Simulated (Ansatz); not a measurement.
input.yaml

```yaml
crystal:
  lattice:
    - [0.0, 2.3538763276, 2.3538763276]
    - [2.3538763276, 0.0, 2.3538763276]
    - [2.3538763276, 2.3538763276, 0.0]
  atoms:
    - { symbol: Zr, position: [0.5, 0.5, 0.5] }
    - { symbol: C, position: [0.0, 0.0, 0.0] }
basis:
  ecutwfc: 420
kpoints:
  mp_grid: { grid: [16, 16, 16] }
hamiltonian:
  xc: pbe
scf:
  occupations: { method: gaussian, width: 0.1 }
output:
  forces: true
  stress: true
  eigenvalues: true
  write_density: true
  write_potential: true
  elf: true
  volumetric_format: npy
```

Command:
```bash
ansatz run input.yaml --threads 1 --pin off --max-ram 1331MiB --backend cpu --events-out ev --progress --plain --runs-dir out
```

All numbers below come from DFT PBE, scalar-relativistic, plane waves, PAW in Ansatz.

Abridged output:

```
Pseudopotentials: kind: paw
Pseudopotential: Zr, paw, valence charge 12, recommended cutoff 420 eV (normal)
Pseudopotential: C, paw, valence charge 4, recommended cutoff 420 eV (normal)
Functional definition: PBE
Crystal: 2 atoms, lattice volume = 26.084 Å³
Basis set: ecut = 420 eV, 531 PW (Γ), exchange–correlation on 48×48×48 points (8 copies of the dense FFT grid, shifted against one another)
Bands: 12, of which v1, the nominal top of the filled ones, is band 8 counted from 1 (7 counted from 0)
Symmetry: 48 space group operations
Space group: Fm-3m (ITA 225), of the structure as read, at distance tolerance 3.0e-5 Å
k-points: 145 of 4096
Initial density: superposition of atomic densities (neutral atoms: chi_scale 0, normalization atom), corrected by the library's trained network
Initial wavefunctions: pseudopotential atomic-orbital guess
Functional: x = pbe(κ = 0.804, μ = 0.21951497), c = pbe(β = 0.06672455)
SCF iter   1: F=—  HF=-4436.496434 eV  |F-HF|=—  |Δ(HF+E_count)|=         —  Δρ=1.43e-3  dr2=5.19e-4  ethr=1.77e-3  ⟨swp⟩=5.0  Hψ=8718  notcnv=0
SCF iter   2: F=—  HF=-4436.496104 eV  |F-HF|=—  |Δ(HF+E_count)|=   3.29e-4  Δρ=8.25e-4  dr2=1.90e-4  ethr=3.24e-6  ⟨swp⟩=2.4  Hψ=3848  notcnv=0
SCF iter   3: F=—  HF=-4436.496098 eV  |F-HF|=—  |Δ(HF+E_count)|=   6.67e-6  Δρ=2.54e-4  dr2=1.44e-5  ethr=1.19e-6  ⟨swp⟩=2.0  Hψ=2228  notcnv=0
SCF iter   4: F=—  HF=-4436.496092 eV  |F-HF|=—  |Δ(HF+E_count)|=   5.13e-6  Δρ=8.62e-5  dr2=1.63e-6  ethr=9.01e-8  ⟨swp⟩=2.2  Hψ=2816  notcnv=0
SCF iter   5: F=-4436.496092 eV  HF=-4436.496092 eV  |F-HF|=3.62e-9  |Δ(HF+E_count)|=   5.54e-7  Δρ=9.77e-6  dr2=1.14e-8  ethr=1.02e-8  ⟨swp⟩=2.0  Hψ=2878  notcnv=0
SCF iter   6: F=-4436.496092 eV  HF=-4436.496092 eV  |F-HF|=2.31e-9  |Δ(HF+E_count)|=   8.60e-9  Δρ=4.50e-6  dr2=3.18e-9  ethr=7.11e-11  ⟨swp⟩=5.4  Hψ=8857  notcnv=0
SCF 1 converged in 6 iterations: F = -4436.496092 eV  dr2 = 3.18e-9
SCF converged after 6 iterations
Free energy (F): -4436.496092 eV
Harris-Foulkes:  -4436.496092 eV  (|F-HF|=2.31e-9)
Internal energy: -4436.494160 eV  (E = F + TS)
E sigma→0 (E₀):  -4436.495126 eV
Entropy (-TS):   -0.001932 eV (-0.966 meV/atom)
Fermi energy:    14.775775 eV
--- Per-component energies (eV) ---
  E_band       = -50.068136
  E_kinetic    = 422.248746
  E_local      = -597.162489  (includes V_loc(G=0)·N_el)
  E_nonlocal   = 104.388095
  E_hartree    = 179.262945
  E_xc         = -211.348602
  E_vxc        = -252.663675  (∫ρ·V_xc dr)
  E_paw        = -3051.989734  (= ΣΔE_a)
  E_vpaw       = -85.403516  (= ΣTr[D̂ρ^β])
  E_aug_tail   = 0.000034  (compensation charges beyond the density's cutoff)
  E_ewald      = -1281.893154
  E_smearing   = -0.001932  (= −TS)
--- Forces (eV/Å), atoms counted from 1 ---
  atom   1  Zr     0.00000000     0.00000000     0.00000000
  atom   2  C      0.00000000     0.00000000     0.00000000
--- Stress (GPa, compression-positive) ---
        0.122393       0.000000       0.000000
        0.000000       0.122393       0.000000
        0.000000       0.000000       0.122393
  P = ⅓ Tr σ = 0.1224 GPa (1.224 kbar)
--- Band table (eV; the first three rows and the last of 145) ---
  k-point 0: bands = ["-33.3298", "-11.0455", "-11.0455", "-11.0455", "3.4946", "15.7197", "15.7197", "15.7197", "15.8796", "15.8796", "15.8796", "17.5853"]
  k-point 1: bands = ["-33.3261", "-11.0800", "-11.0485", "-11.0485", "3.5832", "14.9807", "15.1791", "15.1791", "16.0920", "16.0920", "16.4140", "18.0965"]
  k-point 2: bands = ["-33.3154", "-11.1770", "-11.0571", "-11.0571", "3.8399", "14.0324", "14.4027", "14.4027", "16.3782", "16.3782", "16.8371", "19.1260"]
  k-point 144: bands = ["-33.1974", "-11.5486", "-11.5486", "-11.3469", "5.3449", "12.1585", "12.4471", "12.4471", "18.0585", "18.0585", "20.4246", "21.7890"]
```

The calculation finished and met its thresholds.